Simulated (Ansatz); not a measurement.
**Te: one crystal by all-electron and frozen-core methods, part 1 of 2**

Does the method matter for Te? The same cell, functional and mesh are run with all-electron LAPW, PAW with frozen cores and datasets made for this crystal.

Method: DFT PBE, scalar-relativistic, in Ansatz 0.2.0.

## (1) The starting structure

It takes space group P3_121 (No. 152, trigonal). The conventional cell has a = 4.458 Å, b = 4.458 Å, c = 5.925 Å, α = 90.00°, β = 90.00°, γ = 120.00°. Te (site symmetry 2) has 2 Te at 2.79 Å as nearest neighbours.

As a file:

```
Te
1.0
     4.45800    0.00000    0.00000
    -2.22900    3.86074    0.00000
     0.00000    0.00000    5.92500
Te
3
Cartesian
  3.3212 0.0000 1.9750
  -1.6606 2.8763 3.9500
  0.5684 0.9845 0.0000
```

The cell is a deposited one (Crystallography Open Database entry 1531230); the temperature and pressure of the measurement aren't taken into account, and nothing was relaxed.

Atoms are numbered in the order of the input: Te1, Te2, Te3.

## (2) All-electron LAPW

input.yaml

```yaml
crystal:
  lattice:
    - [4.4579994587, 0.0, 0.0]
    - [-2.2289997294, 3.8607407813, 0.0]
    - [0.0, 0.0, 5.925]
  atoms:
    - { symbol: Te, position: [0.745, 0.0, 0.3333333333] }
    - { symbol: Te, position: [0.0, 0.745, 0.6666666667] }
    - { symbol: Te, position: [0.255, 0.255, 0.0] }
kpoints:
  mp_grid: { grid: [9, 9, 6] }
  band_path:
    path:
      - [0.0, 0.0, 0.0]
      - [0.5, 0.0, 0.0]
      - [0.3333333333, 0.3333333333, 0.0]
      - [0.0, 0.0, 0.0]
      - [0.0, 0.0, 0.5]
      - [0.5, 0.0, 0.5]
      - [0.3333333333, 0.3333333333, 0.5]
      - [0.0, 0.0, 0.5]
      - [0.5, 0.0, 0.5]
    npoints: 14
scf:
  occupations: { method: fermi_dirac, width: 0.08 }
hamiltonian:
  xc: pbe
  pseudopotentials: { kind: all_electron, lapw: { basis_error: 0.0005 } }
output:
  forces: true
  stress: true
  eigenvalues: true
  populations: true
  dos: { projected: true, de: 0.2, e_range: [-14, 8] }
```

Launch:

```bash
ansatz run input.yaml --threads 1 --pin off --max-ram 4096MiB --backend cpu --events-out ev --progress --plain --runs-dir out
```

The program printed:

```text
Te: projections on atomic orbitals take those of the free atom 1s2 2s2 2p6 3s2 3p6 3d10 4s2 4p6 4d10 5s2 5p4, of charge +0.00 (hamiltonian.pseudopotentials.projection_atoms)
LAPW: plane waves up to 8.449 Å⁻¹, error target 5.0e-4 eV per atom; small_component_spin mean_spin; Te in spheres of 1.394 Å, 24 of its electrons in bands, Dirac shells []
Engine: ansatz 0.2.0
Pseudopotentials: kind: all_electron
Pseudopotential: Te, LAPW, valence charge 24, Koelling and Harmon's equation, gaussian nucleus
Functional definition: PBE
  parameter kappa = 0.804
  parameter beta = 0.06672455060314922
  exchange = pbe_x(kappa = kappa, mu = beta*pi^2/3)
  correlation = pbe_c(beta = beta)
Crystal: 3 atoms, lattice volume = 101.976 Å³
Basis set: ecut = 271.9764010401446 eV, 1005 PW (Γ), exchange–correlation at level 2
Bands: 44, of which v1, the nominal top of the filled ones, is band 36 counted from 1 (35 counted from 0)
Symmetry: 6 space group operations
Space group: P3121 (ITA 152), of the structure as read, at distance tolerance 4.7e-5 Å
k-points: 62 of 486 (time reversal used)
Non-local potential: Te, projectors of the file, none
Initial density: superposition of atomic densities (chi_scale 0.1, normalization cell)
Initial wavefunctions: plane waves of lowest kinetic energy (no species holds an atomic orbital)
Functional: x = pbe(κ = 0.804, μ = 0.2195149727645171), c = pbe(β = 0.06672455060314922)
iter 1 solved again at ethr=1.80e-4 eV; its pass at ethr=1.00e-1 eV (dr2=1.30e-1 eV) is discarded
SCF iter   1: F=—  HF=-554653.041048 eV  |F-HF|=—  |Δ(HF+E_count)|=         —  Δρ=1.29e-2  dr2=1.29e-1  ethr=1.80e-4  ⟨swp⟩=3.0  Hψ=17957  notcnv=0
preconditioner: auto → Resta (q_TF=auto, 2.575 Å⁻¹)  ε∞=3.2  [insulator: Δε(μ)=0.232 eV  Ē_g=10.417 eV  σ=0.080 eV  W_gap=0.56  n_scr=22 (ndim 8)  ℏωp=15.6 eV  f_vac=0.073  D(μ)=0.06/eV (n_scr^D=0)  ε∞_Penn≈3.2]
SCF iter   2: F=—  HF=-554653.022727 eV  |F-HF|=—  |Δ(HF+E_count)|=   1.83e-2  Δρ=7.54e-3  dr2=4.58e-2  ethr=1.80e-4  ⟨swp⟩=2.0  Hψ=7955  notcnv=0
preconditioner: auto → Kerker (q_TF=auto, 2.575 Å⁻¹)  [metal: Δε(μ)=0.179 eV  Ē_g=10.425 eV  σ=0.080 eV  W_gap=0.44  n_scr=22 (ndim 8)  ℏωp=15.6 eV  f_vac=0.079  D(μ)=0.07/eV (n_scr^D=0)]
iter 3 solved again at ethr=5.47e-6 eV; its pass at ethr=6.36e-5 eV (dr2=3.94e-3 eV) is discarded
SCF iter   3: F=—  HF=-554653.023661 eV  |F-HF|=—  |Δ(HF+E_count)|=   9.34e-4  Δρ=1.96e-3  dr2=3.94e-3  ethr=5.47e-6  ⟨swp⟩=2.0  Hψ=13525  notcnv=0
SCF iter   4: F=—  HF=-554653.025463 eV  |F-HF|=—  |Δ(HF+E_count)|=         —  Δρ=7.20e-4  dr2=9.17e-4  ethr=5.47e-6  ⟨swp⟩=2.0  Hψ=7961  notcnv=0
the basis was enlarged: its passes take 774.0 KiB over the memory plan, 1 of 1 planned eigensolver slots
SCF iter   5: F=—  HF=-554653.025675 eV  |F-HF|=—  |Δ(HF+E_count)|=   2.12e-4  Δρ=2.03e-4  dr2=7.43e-5  ethr=1.27e-6  ⟨swp⟩=3.0  Hψ=8168  notcnv=0
SCF iter   6: F=—  HF=-554653.025730 eV  |F-HF|=—  |Δ(HF+E_count)|=   5.50e-5  Δρ=1.08e-4  dr2=2.37e-5  ethr=1.03e-7  ⟨swp⟩=3.0  Hψ=8260  notcnv=0
SCF iter   7: F=—  HF=-554653.025749 eV  |F-HF|=—  |Δ(HF+E_count)|=   1.88e-5  Δρ=3.52e-5  dr2=2.53e-6  ethr=3.29e-8  ⟨swp⟩=3.0  Hψ=8402  notcnv=0
SCF iter   8: F=—  HF=-554653.025750 eV  |F-HF|=—  |Δ(HF+E_count)|=   4.33e-7  Δρ=1.83e-5  dr2=5.29e-7  ethr=3.51e-9  ⟨swp⟩=3.0  Hψ=8372  notcnv=0
SCF iter   9: F=-554653.025750 eV  HF=-554653.025750 eV  |F-HF|=2.20e-8  |Δ(HF+E_count)|=   3.47e-7  Δρ=5.69e-6  dr2=4.45e-8  ethr=7.35e-10  ⟨swp⟩=3.0  Hψ=8454  notcnv=0
SCF 1 converged in 9 iterations: F = -554653.025750 eV  dr2 = 4.45e-8
NSCF: frozen V_eff on 113 k-points
SCF converged after 9 iterations
Free energy (F): -554653.025750 eV
Harris-Foulkes:  -554653.025750 eV  (|F-HF|=2.20e-8)
Internal energy: -554653.023821 eV  (E = F + TS)
E sigma→0 (E₀):  -554653.024786 eV
Entropy (-TS):   -0.001929 eV (-0.643 meV/atom)
Fermi energy:    10.858282 eV
--- Per-component energies (eV) ---
  E_band       = -3383.941806
  E_kinetic    = 585770.960014
  E_xc         = -14373.351206
  E_electrostatic = -1126050.632629  (all electrons and nuclei)
  E_smearing   = -0.001929  (= −TS)
  E_closure    = 0.000000  (closes the sum)
  E_atoms      = -554643.707363  (free atoms, spherical and without spin; not in F)
  Σ components = -554653.025750   (vs F -554653.025750, Δ=0.00e0)
  Basis errors (estimates in eV, not in F): energy 2.5e-4 per atom: plane waves 2.3e-4 (1.3e-4 summed), levels above the bands 4.6e-37, relativity 2.1e-8, radial functions 1.9e-5, core shells 5.6e-9; eigenvalues (radial functions only) 2.5e-7; not estimated: angular momenta, meshes, grids; target (lapw.basis_error) 5.0e-4; muffin-tin radii Te 1.394 Å
--- Forces (eV/Å), atoms counted from 1 ---
  atom   1  Te    -0.61195387    -0.00000000    -0.00000000
  atom   2  Te     0.30597693    -0.52996759     0.00000000
  atom   3  Te     0.30597693     0.52996759     0.00000000
  max |Σ_I F_I| component: 1.11e-16 eV/Å
--- Stress (GPa, compression-positive) ---
        2.783388       0.000000       0.000000
        0.000000       2.783388      -0.000000
        0.000000      -0.000000       3.881166
  P = ⅓ Tr σ = 3.1493 GPa (31.493 kbar)
--- Band table (eV; the first three rows and the last of 62) ---
  k-point 0: bands = ["-149.1315", "-149.1311", "-149.1311", "-99.2493", "-99.2493", "-99.2454", "-99.2076", "-99.2053", "-99.2053", "-99.0565", "-99.0565", "-99.0564", "-26.6678", "-26.6678", "-26.6059", "-26.5948", "-26.5948", "-26.5116", "-26.4683", "-26.4631", "-26.4631", "-26.4282", "-26.4276", "-26.4276", "-26.4165", "-26.3793", "-26.3793", "-3.0202", "0.3789", "0.3789", "7.6012", "7.8494", "7.8494", "9.0721", "9.0721", "10.0944", "11.8235", "11.8235", "12.5013", "15.6612", "15.6612", "16.5453", "17.2075", "17.2075"]
  k-point 1: bands = ["-149.1315", "-149.1312", "-149.1311", "-99.2500", "-99.2485", "-99.2456", "-99.2075", "-99.2058", "-99.2049", "-99.0565", "-99.0565", "-99.0564", "-26.6812", "-26.6512", "-26.6071", "-26.6021", "-26.5851", "-26.5193", "-26.4681", "-26.4666", "-26.4587", "-26.4294", "-26.4281", "-26.4266", "-26.4119", "-26.3808", "-26.3794", "-2.9175", "-0.5812", "1.3762", "7.3559", "7.6658", "8.1395", "9.1184", "9.1588", "10.0397", "11.6625", "11.6976", "12.2573", "15.4354", "16.2015", "16.5644", "17.0243", "17.0275"]
  k-point 2: bands = ["-149.1314", "-149.1313", "-149.1310", "-99.2504", "-99.2476", "-99.2461", "-99.2072", "-99.2063", "-99.2047", "-99.0565", "-99.0565", "-99.0564", "-26.6897", "-26.6342", "-26.6115", "-26.6068", "-26.5726", "-26.5369", "-26.4686", "-26.4685", "-26.4549", "-26.4313", "-26.4275", "-26.4263", "-26.4020", "-26.3850", "-26.3799", "-2.6115", "-1.4247", "2.2411", "6.7968", "7.8380", "8.1871", "9.2883", "9.3270", "9.8742", "11.4384", "11.4881", "11.8063", "14.9908", "16.1646", "16.5679", "17.3007", "18.0024"]
  k-point 61: bands = ["-149.1314", "-149.1314", "-149.1310", "-99.2505", "-99.2468", "-99.2468", "-99.2068", "-99.2068", "-99.2046", "-99.0566", "-99.0564", "-99.0564", "-26.6915", "-26.6179", "-26.6179", "-26.6053", "-26.5549", "-26.5549", "-26.4701", "-26.4701", "-26.4521", "-26.4359", "-26.4248", "-26.4248", "-26.4030", "-26.4030", "-26.3669", "-1.2746", "-1.2746", "0.8893", "5.4589", "5.7701", "5.7701", "9.5409", "10.7003", "10.7003", "10.8736", "12.3614", "12.3614", "16.5606", "17.3082", "17.3082", "17.7305", "18.2595"]
--- Löwdin populations: 3 sites ---
  site symbol       q [e]
     0     Te     51.9486
     1     Te     51.9486
     2     Te     51.9486
  spilling = 0.000988 (of n_electrons = 156.000000)
```

It took 91 s on 1 thread of Intel Xeon Platinum 8488C (Sapphire Rapids), shared host; peak memory 0.57 GiB.

Result: pressure 3.15 GPa; gap 0.15 eV, indirect from L–H to H; largest force 0.612 eV/Å.

At the corners of the path (eV, zero at the valence-band top):

| point | band 33 | band 34 | band 35 | band 36 | band 37 | band 38 | band 39 |
| --- | --- | --- | --- | --- | --- | --- | --- |
| Γ | -2.87 | -1.65 | -1.65 | -0.63 | 1.10 | 1.10 | 1.78 |
| M | -3.47 | -3.42 | -1.26 | -0.90 | 1.06 | 1.24 | 3.17 |
| K | -3.03 | -3.03 | -2.81 | -2.53 | 2.92 | 2.92 | 3.36 |
| Γ | -2.87 | -1.65 | -1.65 | -0.63 | 1.10 | 1.10 | 1.78 |
| A | -2.67 | -1.37 | -1.11 | -1.11 | 0.63 | 0.78 | 0.78 |
| L | -3.70 | -2.31 | -1.97 | -0.24 | 0.82 | 1.96 | 2.61 |
| H | -4.95 | -1.18 | -0.02 | -0.02 | 0.15 | 1.64 | 1.64 |
| A | -2.67 | -1.37 | -1.11 | -1.11 | 0.63 | 0.78 | 0.78 |
| L | -3.70 | -2.31 | -1.97 | -0.24 | 0.82 | 1.96 | 2.61 |

States per cell, counted by energy window (eV from the valence-band top, on a grid of 0.20 eV):

| from | to | total | Te 5p | Te 5s |
| --- | --- | --- | --- | --- |
| -10 | -9 | 1.24 | 0.16 | 1.08 |
| -9 | -8 | 0.18 | 0.01 | 0.17 |
| -8 | -7 | 0.00 | 0.00 | 0.00 |
| -7 | -6 | 0.00 | 0.00 | 0.00 |
| -6 | -5 | 0.86 | 0.84 | 0.02 |
| -5 | -4 | 2.75 | 2.64 | 0.09 |
| -4 | -3 | 2.26 | 2.11 | 0.13 |
| -3 | -2 | 1.71 | 1.59 | 0.10 |
| -2 | -1 | 3.12 | 2.91 | 0.15 |
| -1 | 0 | 1.30 | 1.21 | 0.06 |
| 0 | 1 | 0.84 | 0.75 | 0.05 |
| 1 | 2 | 2.98 | 2.66 | 0.11 |
| 2 | 3 | 1.83 | 1.64 | 0.03 |
| 3 | 4 | 0.69 | 0.35 | 0.01 |
| 4 | 5 | 1.70 | 0.12 | 0.00 |

## (3) PAW with frozen cores

Changes to input.yaml since step 2:

```diff
@@ -27,3 +27,3 @@
   xc: pbe
-  pseudopotentials: { kind: all_electron, lapw: { basis_error: 0.0005 } }
+  pseudopotentials: { kind: paw }
 output:
@@ -32,3 +32,9 @@
   eigenvalues: true
+  efg: { contact_densities: true }
   populations: true
+  bader: true
   dos: { projected: true, de: 0.2, e_range: [-14, 8] }
+  write_density: true
+  write_potential: true
+  elf: true
+  volumetric_format: npy
```

Launch:

```bash
ansatz run input.yaml --threads 1 --pin off --max-ram 4096MiB --backend cpu --events-out ev --progress --plain --runs-dir out
```

The program printed:

```text
Te: output.efg is read without spin–orbit coupling, which moves field gradients at and beside such atoms by some per cent and up to a factor of two; PAW files take it under magnetization.noncollinear and magnetization.spin_orbit
[... 1 set-up line as earlier in the session ...]
Pseudopotentials: kind: paw
Pseudopotential: Te, paw, valence charge 16, recommended cutoff 420 eV (normal)
[... 5 set-up lines as earlier in the session ...]
Crystal: 3 atoms, lattice volume = 101.976 Å³
Basis set: ecut = 420 eV, 2017 PW (Γ), exchange–correlation on 60×60×80 points (8 copies of the dense FFT grid, shifted against one another)
Bands: 29, of which v1, the nominal top of the filled ones, is band 24 counted from 1 (23 counted from 0)
[... 2 set-up lines as earlier in the session ...]
k-points: 62 of 486 (time reversal used)
Non-local potential: Te, projectors of the file, l = 0: 2, l = 1: 2, l = 2: 2, l = 3: 2
PAW form: soft (Blöchl's): semilocal exchange-correlation on the pseudo side does not see the compensation charge
PAW one-centre angular grid: Te, 590 points (default); XC on 64 Gauss nodes
Initial density: superposition of atomic densities (neutral atoms: chi_scale 0, normalization atom), corrected by the library's trained network
Initial wavefunctions: pseudopotential atomic-orbital guess
[... 1 set-up line as earlier in the session ...]
SCF iter   1: F=—  HF=-20939.794808 eV  |F-HF|=—  |Δ(HF+E_count)|=         —  Δρ=1.10e-3  dr2=7.65e-4  ethr=1.77e-3  ⟨swp⟩=7.4  Hψ=8349  notcnv=0
preconditioner: auto → Kerker (q_TF=auto, 2.406 Å⁻¹)  [metal: Δε(μ)=0.169 eV  Ē_g=8.781 eV  σ=0.080 eV  W_gap=0.41  n_scr=22 (ndim 8)  ℏωp=15.6 eV  f_vac=0.028  D(μ)=0.07/eV (n_scr^D=0)]
SCF iter   2: F=—  HF=-20939.794136 eV  |F-HF|=—  |Δ(HF+E_count)|=   6.72e-4  Δρ=7.18e-4  dr2=3.52e-4  ethr=1.59e-6  ⟨swp⟩=2.8  Hψ=4003  notcnv=0
SCF iter   3: F=—  HF=-20939.794471 eV  |F-HF|=—  |Δ(HF+E_count)|=   3.35e-4  Δρ=3.89e-4  dr2=1.18e-4  ethr=7.34e-7  ⟨swp⟩=2.9  Hψ=3241  notcnv=0
SCF iter   4: F=—  HF=-20939.794661 eV  |F-HF|=—  |Δ(HF+E_count)|=   1.90e-4  Δρ=7.58e-5  dr2=6.40e-6  ethr=2.47e-7  ⟨swp⟩=2.0  Hψ=2363  notcnv=0
SCF iter   5: F=—  HF=-20939.794671 eV  |F-HF|=—  |Δ(HF+E_count)|=   1.06e-5  Δρ=2.99e-5  dr2=1.08e-6  ethr=1.33e-8  ⟨swp⟩=3.0  Hψ=3388  notcnv=0
SCF iter   6: F=-20939.794672 eV  HF=-20939.794672 eV  |F-HF|=5.33e-8  |Δ(HF+E_count)|=   1.01e-6  Δρ=7.98e-6  dr2=9.67e-8  ethr=2.08e-10  ⟨swp⟩=9.2  Hψ=13613  notcnv=0
SCF 1 converged in 6 iterations: F = -20939.794672 eV  dr2 = 9.67e-8
NSCF: frozen V_eff on 113 k-points
SCF converged after 6 iterations
Free energy (F): -20939.794672 eV
Harris-Foulkes:  -20939.794672 eV  (|F-HF|=5.33e-8)
Internal energy: -20939.792718 eV  (E = F + TS)
E sigma→0 (E₀):  -20939.793695 eV
Entropy (-TS):   -0.001954 eV (-0.651 meV/atom)
Fermi energy:    8.856442 eV
--- Per-component energies (eV) ---
  E_band       = -800.187892
  E_kinetic    = 541.428338
  E_local      = -3880.159178  (includes V_loc(G=0)·N_el)
  E_nonlocal   = -931.020343
  E_hartree    = 2460.018149
  E_xc         = -372.772776
  E_vxc        = -312.116745  (∫ρ·V_xc dr)
  E_paw        = -13986.100795  (= ΣΔE_a)
  E_vpaw       = -1138.372812  (= ΣTr[D̂ρ^β])
  E_aug_tail   = -0.000546  (compensation charges beyond the density's cutoff)
  E_ewald      = -4771.185568
  E_smearing   = -0.001954  (= −TS)
  E_closure    = 0.000000  (closes the sum)
  Σ components = -20939.794672   (vs F -20939.794672, Δ=0.00e0)
--- Forces (eV/Å), atoms counted from 1 ---
  atom   1  Te    -0.61578890    -0.00000000    -0.00000000
  atom   2  Te     0.30789445    -0.53328883    -0.00000000
  atom   3  Te     0.30789445     0.53328883     0.00000000
  max |Σ_I F_I| component: 5.55e-17 eV/Å
--- Stress (GPa, compression-positive) ---
        2.773009       0.000000       0.000000
        0.000000       2.773009      -0.000000
        0.000000      -0.000000       3.879151
  P = ⅓ Tr σ = 3.1417 GPa (31.417 kbar)
--- PAW observables at the nuclei: V_zz in 10²¹ V/m², potentials from the cell's mean, atoms counted from 1 ---
  atom   1  Te V_zz =   -59.240753   η = 0.3669   by run symmetry: allowed
            electrostatic potential = -8647.140664 V   contact ρ = 1468779.402540 e/Å³
  atom   2  Te V_zz =   -59.240753   η = 0.3669   by run symmetry: allowed
            electrostatic potential = -8647.140664 V   contact ρ = 1468779.402541 e/Å³
  atom   3  Te V_zz =   -59.240753   η = 0.3669   by run symmetry: allowed
            electrostatic potential = -8647.140664 V   contact ρ = 1468779.402541 e/Å³
--- Band table (eV; the first three rows and the last of 62) ---
  k-point 0: bands = ["-28.6838", "-28.6838", "-28.6219", "-28.6112", "-28.6112", "-28.5282", "-28.4657", "-28.4596", "-28.4596", "-28.4194", "-28.4193", "-28.4193", "-28.4030", "-28.3664", "-28.3664", "-5.0242", "-1.6252", "-1.6252", "5.5965", "5.8435", "5.8435", "7.0738", "7.0738", "8.0972", "9.8181", "9.8181", "10.4940", "13.6594", "13.6594"]
  k-point 1: bands = ["-28.6976", "-28.6670", "-28.6232", "-28.6185", "-28.6012", "-28.5351", "-28.4656", "-28.4631", "-28.4556", "-28.4209", "-28.4192", "-28.4183", "-28.3991", "-28.3685", "-28.3659", "-4.9215", "-2.5855", "-0.6276", "5.3494", "5.6611", "6.1342", "7.1198", "7.1608", "8.0424", "9.6577", "9.6922", "10.2504", "13.4336", "14.1994"]
  k-point 2: bands = ["-28.7064", "-28.6499", "-28.6276", "-28.6231", "-28.5881", "-28.5517", "-28.4658", "-28.4653", "-28.4521", "-28.4226", "-28.4188", "-28.4179", "-28.3901", "-28.3732", "-28.3660", "-4.6156", "-3.4289", "0.2377", "4.7897", "5.8334", "6.1825", "7.2906", "7.3282", "7.8766", "9.4339", "9.4828", "9.8000", "12.9890", "14.1637"]
  k-point 61: bands = ["-28.7083", "-28.6341", "-28.6341", "-28.6218", "-28.5702", "-28.5702", "-28.4670", "-28.4670", "-28.4494", "-28.4271", "-28.4162", "-28.4162", "-28.3909", "-28.3909", "-28.3529", "-3.2792", "-3.2792", "-1.1133", "3.4536", "3.7672", "3.7672", "7.5403", "8.7006", "8.7006", "8.8687", "10.3552", "10.3552", "14.5599", "15.3068"]
--- Löwdin populations: 3 sites ---
  site symbol       q [e]
     0     Te     15.9496
     1     Te     15.9496
     2     Te     15.9496
  spilling = 0.003153 (of n_electrons = 48.000000)
--- Bader charges: 3 sites ---
  site symbol  charge [e]  shift [e]
     0     Te      0.0000     0.0000
     1     Te      0.0000     0.0000
     2     Te      0.0000     0.0000
  estimated error of the sums over rays = 2.0e-4 e
```

It took 40 s on 1 thread of Intel Xeon Platinum 8488C (Sapphire Rapids), shared host; peak memory 0.55 GiB.

Read from it: pressure 3.14 GPa; gap 0.15 eV, indirect from L–H to H; largest force 0.616 eV/Å; Vzz Te1 -59.2 (η = 0.37) (10²¹ V/m²).

| atom | Bader charge (e) | basin volume (Å³) |
| --- | --- | --- |
| Te1 | -0.00 | 33.99 |

Density in a lattice plane of the grid's cell (edges 4.46 and 5.92 Å, at 0.000 of the third edge), which holds Te.

Ten even steps from '0' (0.02 e/Å³) to '9' (15.21 e/Å³):
```
000000000000000000
000000000000000000
000000000000000000
000000000000000000
000000000000000000
000000000000000000
000000000000000000
000000000000000000
000000000000000000
000000000000000000
000000000000111000
000000000001355310
000000000002699520
000000000002699510
000000000000244200
000000000000000000
000000000000000000
000000000000000000
000000000000000000
000000000000000000
```
Columns run along the first of these edges and rows up along the second, over one cell in 18 and 20 even steps from the bottom left corner. Atoms in the plane (fractional): Te at (0.74, 0.33).

ELF in the same plane.

Ten even steps from '0' (0.01) to '9' (0.71):
```
666678874100002356
777777653100001356
888886532000001356
888887532000001356
777777753100001356
666678985200012356
556679985200112456
666789973112344566
777899852245666777
877887423577766678
765543224777544567
664211137875200245
553100148873000035
653100147874000035
764321126876321356
876654224777665667
877888632467766778
777899953234566677
666789984111234566
556678985200012456
```
Columns run along the first of these edges and rows up along the second, over one cell in 18 and 20 even steps from the bottom left corner. Atoms in the plane (fractional): Te at (0.74, 0.33).

Both are smooth fields of the valence electrons: close to the nuclei they are not physical.

The highest ELF values outside the cores: 0.77 beside Te, off the lines to its neighbours, 1.3 Å from Te; 0.64 on the Te–Te line, 1.4 Å from Te.

(Continued in part 2 of 2.)
